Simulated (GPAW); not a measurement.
# Zr (P6_3/mmc) in GPAW: single point with PBE

Aim: the single point of Zr with PBE.

All numbers are computed with GPAW 26.7.0; they aren't measurements. Logs are shortened: lines on timing, memory, paths and dates and some standing lists are left out, and cuts for length are marked. The log counts tension as positive stress, the text compression.

## (1) Starting point

The structure is hexagonal, space group P6_3/mmc (No. 194). The conventional cell has a = 3.232 Å, b = 3.232 Å, c = 5.147 Å, α = 90.00°, β = 90.00°, γ = 120.00°. Zr (site symmetry -6m2) is surrounded by 12 Zr at 3.18 to 3.23 Å.

## (2) Single point, PBE

Input file run.py:

```python
from ase.io import read
from gpaw import PW
from gpaw.dft import DFT

atoms = read('Zr.cif')

dft = DFT(atoms,
          mode=PW(600),
          xc='PBE',
          kpts={'size': (9, 9, 5), 'gamma': True},
          occupations={'name': 'fermi-dirac', 'width': 0.05},
          nbands=24,
          convergence={'density': 1e-05, 'energy': 1e-05},
          maxiter=150,
          txt='gpaw.txt')
print(f'Energy: {dft.calculate_energy():.6f} eV')
print('Forces (eV/A):')
print(dft.calculate_forces().round(4))
print('Stress (eV/A^3):', dft.calculate_stress().round(6))
dft.write_gpw_file('gs.gpw')
```

Input file Zr.cif:

```cif
data_Zr
_cell_length_a 3.23200000
_cell_length_b 3.23200000
_cell_length_c 5.14700000
_cell_angle_alpha 90.00000000
_cell_angle_beta 90.00000000
_cell_angle_gamma 120.00000000
_space_group_name_H-M_alt 'P1'
_space_group_name_Hall 'P 1'
_space_group_IT_number 1
loop_
_space_group_symop_operation_xyz
'x,y,z'
loop_
_atom_site_label
_atom_site_type_symbol
_atom_site_symmetry_multiplicity
_atom_site_Wyckoff_symbol
_atom_site_fract_x
_atom_site_fract_y
_atom_site_fract_z
_atom_site_occupancy
Zr1 Zr 1 a 0.6666666667 0.3333333333 0.7500000000 1
Zr2 Zr 1 a 0.3333333333 0.6666666667 0.2500000000 1
```

Potentials or basis: GPAW PAW data sets (gpaw-data 1.2.1), pw.

Launch:

```bash
$ OMP_NUM_THREADS=1 python run.py
```

gpaw.txt:

```text
Diagonalizing LCAO Hamiltonian
Converting LCAO to pw mode

           Zr

        Zr

Atoms  # Å, Bohr magnetons
|   | symbol |         x |        y |        z |    initial magnetic moments |
|---|--------|-----------|----------|----------|-----------------------------|
| 0 |     Zr |  1.616000 | 0.932998 | 3.860250 | ( 0.0000,  0.0000,  0.0000) |
| 1 |     Zr | -0.000000 | 1.865996 | 1.286750 | ( 0.0000,  0.0000,  0.0000) |

Unit cell  # Å
| periodic |         x |        y |        z |  lengths |     angles |
|----------|-----------|----------|----------|----------|------------|
|      yes |  3.232000 | 0.000000 | 0.000000 | 3.232000 |  90.000000 |
|      yes | -1.616000 | 2.798994 | 0.000000 | 3.232000 |  90.000000 |
|      yes |  0.000000 | 0.000000 | 5.147000 | 5.147000 | 120.000000 |

Number of symmetries: 12
Symmetry operations  # r_c * U_cc + t_c -> r_c
|    | kind |            matrix            |
|----|------|------------------------------|
|  0 |  σ   |  1, 1, 0,  0,-1, 0,  0, 0, 1 |
|  1 |  S6  |  1, 1, 0, -1, 0, 0,  0, 0,-1 |
|  2 |  E   |  1, 0, 0,  0, 1, 0,  0, 0, 1 |
|  3 |  C2  |  1, 0, 0, -1,-1, 0,  0, 0,-1 |
|  4 |  C2  |  0, 1, 0,  1, 0, 0,  0, 0,-1 |
|  5 |  C3  |  0, 1, 0, -1,-1, 0,  0, 0, 1 |
|  6 |  S6  |  0,-1, 0,  1, 1, 0,  0, 0,-1 |
|  7 |  σ   |  0,-1, 0, -1, 0, 0,  0, 0, 1 |
|  8 |  σ   | -1, 0, 0,  1, 1, 0,  0, 0, 1 |
|  9 |  i   | -1, 0, 0,  0,-1, 0,  0, 0,-1 |
| 10 |  C3  | -1,-1, 0,  1, 0, 0,  0, 0, 1 |
| 11 |  C2  | -1,-1, 0,  0, 1, 0,  0, 0,-1 |

BZ-sampling:
  Number of BZ points: 405
  Number of IBZ points: 50

  Monkhorst-Pack size: [9, 9, 5]
  Monkhorst-Pack shift: [0, 0, 0]

K-points  # in reciprocal-cell coordinates
|     |                                coordinates |     weight |
|-----|--------------------------------------------|------------|
|   0 | (  0.00000000,   0.00000000,   0.00000000) | 0.00246914 |
|   1 | (  0.00000000,   0.00000000,   0.20000000) | 0.00493827 |
|   2 | (  0.00000000,   0.00000000,   0.40000000) | 0.00493827 |
|   3 | (  0.11111111,   0.00000000,  -0.40000000) | 0.01481481 |
|   4 | (  0.11111111,   0.00000000,  -0.20000000) | 0.01481481 |
|   5 | (  0.11111111,   0.00000000,   0.00000000) | 0.01481481 |
|   6 | (  0.11111111,   0.00000000,   0.20000000) | 0.01481481 |
|   7 | (  0.11111111,   0.00000000,   0.40000000) | 0.01481481 |
|   8 | (  0.22222222,  -0.11111111,   0.00000000) | 0.01481481 |
|   9 | (  0.22222222,  -0.11111111,   0.20000000) | 0.02962963 |
| ... |                                            |            |
|  49 | (  0.44444444,   0.44444444,   0.40000000) | 0.02962963 |

Plane wave coefficients: 1572
Cutoff: 600.0 eV

Spin-components: 1 (collinear spins)
Bands:           24
Projectors:      12
Spin-degeneracy: 2
Datatype:        complex128

Density:
  Valence electrons: 24.0
  Components: 1
  Grid points: [20 20 30]
  Charge: 0.0  # |e|

Potential:
  Grid points: [20 20 30]

species:
  Zr:
    name:    Zirconium
    Z:       40.0
    valence: 12
    core:    28
    charge:  0.0  # [|e|]
    compensation charges:
      type: gauss
      rc: 0.40  # [Å]
      lmax: 2
    cutoffs:
      filter: 2.39  # [Å]
      core: 1.59  # [Å]
    projectors
    | kind |    occ | energy [eV] | rcut [Å] |
    |------|--------|-------------|----------|
    |   4s |  2.000 |     -54.478 |    1.323 |
    |   5s |  2.000 |      -4.438 |    1.323 |
    |   4p |  6.000 |     -32.467 |    1.334 |
    |   5p |  0.000 |      -1.470 |    1.334 |
    |   4d |  2.000 |      -3.600 |    1.244 |
    |    d |        |      23.611 |    1.244 |

    Using partial waves for Zr as LCAO basis

Reference energy: -195787.142470  # eV

eigensolver:
  PPCG
  Converge bands: occupied
  niter=2

density mixing:
  MSR1-Mixer
  Pratt-step length: 0.05
  Maximum mixing coefficient: 0.75
  Old densities: 10
  SVD Regularization: 0.005
  Good broyden scale: 1.0
  Trust region scale: 1.0
  Backstep threshold: 4.0
  History deletion threshold: 6.0
  Fourier metric: weight=20.0, sigma=0.015

occupation numbers:
  Fermi-Dirac:
    width: 0.0500  # eV

poisson solver:
  ecut: 4800.0  # eV

xc functional:
  name: PBE with 2 nearest neighbor stencil

convergence criteria:
- Maximum integral of absolute [dens]ity change: 1e-05 electrons / valence electron
- Maximum [total energy] change in last 3 cyles: 1e-05 eV / valence electron
- Maximum integral of absolute [eigenst]ate change: 4e-08 eV^2 / valence electron
maximum number of iterations: 150

SCF iterations
|iter     | |      energy | eigst |  dens |
|---------|-|-------------|-------|-------|
|iter:   1| |  -15.095067 | +0.22 |       |
|iter:   2| |  -15.053489 | -1.52 | -1.29 |
|iter:   3| |  -14.822212 | -1.45 | -1.33 |
|iter:   4| |  -14.823759 | -2.62 | -1.92 |
|iter:   5| |  -14.825113 | -3.99 | -2.36 |
|iter:   6| |  -14.825119 | -5.37 | -3.54 |
|iter:   7| |  -14.825121c| -6.92 | -4.12 |
|iter:   8| |  -14.825121c| -7.53c| -4.86 |
|iter:   9| |  -14.825121c| -8.23c| -5.92c|
SCF steps: 9
Energy contributions relative to reference atoms: (reference = -195787.142470)

Energy contributions:
  Kinetic:           6.321072
  Coulomb:          -7.476984
  Zero:              0.700360
  External:          0.000000
  Xc:              -14.361480
  Entropy:          -0.016177
  Spinorbit:         0.000000
  ----------------------------
  Free energy:     -14.833210
  Extrapolated:    -14.825121

Forces  # eV/Ang
|       x |       y |        z |
|---------|---------|----------|
| 0.00000 | 0.00000 |  0.00000 |  # Zr   0
| 0.00000 | 0.00000 | -0.00000 |  # Zr   1

Stress tensor  # eV/Ang^3
|         x |         y |         z |
|-----------|-----------|-----------|
|  0.000737 | -0.000000 |  0.000000 |
| -0.000000 |  0.000737 | -0.000000 |
|  0.000000 | -0.000000 | -0.004221 |

Writing to gs.gpw (mode='')

  __  _  _
 | _ |_)|_||  |
 |__||  | ||/\| - 26.7.0

Input parameters:
  mode=PW(ecut=600.0),
  convergence={'density': 1e-05, 'energy': 1e-05},
  kpts=MonkhorstPack(size=(9, 9, 5), gamma=True),
  maxiter=150,
  nbands=24,
  occupations=Occupations(name='fermi-dirac', width=0.05),
  xc=XC(name='PBE')
# Writing to gs.gpw (mode='')
```

Wall time 15 s (1 thread of Intel Xeon 6975P-C (Granite Rapids), shared host); peak memory 0.18 GiB.

Results:

```
Free energy            : -14.8332 eV
Pressure               : 0.1 GPa
Band gap on the k mesh : none (metal or under the smearing width)
```

Stress tensor (GPa, compression positive):
```
-0.12  0.00  0.00
 0.00 -0.12  0.00
 0.00  0.00  0.68
```

## (3) The reference run

An earlier run on the cell as given: functional PBE; potentials or basis GPAW PAW data sets (gpaw-data 1.2.1); cutoff 600 eV; basis pw; k mesh 9 × 9 × 5; occupations fermi-dirac, width 0.05 eV; no spin polarisation.

- Pressure: 0.1 GPa
- Band gap on the k mesh: none (metal or under the smearing width)
